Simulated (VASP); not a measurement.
Wanted: the native input for a VASP 6.6.1 run.

```yaml
Task: single point
Functional: PBE
Potentials_or_basis: VASP PAW PBE potentials, release 64 (Ni, O)
Cutoff: 520 eV
k_mesh: 4 × 4 × 4
Occupations: gaussian, width 0.02 eV
Spin: collinear spin, ferromagnetic start
Starting_moments: "[2.0, 0.0] μB"
Further_INCAR_settings: ALGO = Normal; EDIFF = 1e-07; NBANDS = 19
```

The structure of NiO lies in POSCAR:

```
NiO
1.0
    0.0000000000      2.0859016400      2.0859016400
    2.0859016400      0.0000000000      2.0859016400
    2.0859016400      2.0859016400      0.0000000000
Ni O
1 1
Direct
    0.0000000000      0.0000000000      0.0000000000
    0.5000000000      0.5000000000      0.5000000000
```

One way to write it, as run:

INCAR

```
SYSTEM = NiO
  PREC = Accurate
  ENCUT = 520
  EDIFF = 1E-7
  ISMEAR = 0
  SIGMA = 0.02
  LREAL = .False.
  LASPH = .True.
  NELM = 120
  ALGO = Normal
  ISIF = 2
  LWAVE = .False.
  LCHARG = .False.
  ISPIN = 2
  MAGMOM = 2 0
  LORBIT = 11
  LMAXMIX = 4
  GGA = PE
  NBANDS = 19
```

KPOINTS

```
regular mesh
0
Gamma
  4 4 4
  0 0 0
```

Potentials or basis: VASP PAW PBE potentials, release 64 (Ni, O).

Run with:

```sh
$ cat potpaw_PBE.64/Ni/POTCAR potpaw_PBE.64/O/POTCAR > POTCAR
$ mpirun -np 1 vasp_std > vasp.out
```

It gave:

```
Pressure                                              : 2.0 GPa
Band gap on the k mesh                                : none (metal or under the smearing width)
Net moment                                            : 1.38 μB per cell
Site moments                                          : Ni +1.16; O +0.18 μB
Valence electrons inside the program's atomic spheres : Ni 9.02; O 4.96
```

Caveat: the k mesh is coarse (spacing up to 0.65 Å⁻¹), so the values aren't converged; a cell with one magnetic atom can't hold antiferromagnetic order, which such compounds often take; semilocal functionals often make such compounds metallic where correlation or magnetic order opens a gap, which also shifts bond lengths.

Wall time 6.1 s on 1 thread of Intel(R) Xeon(R) Platinum 8488C (Sapphire Rapids), on a shared host, peak memory 0.14 GiB.
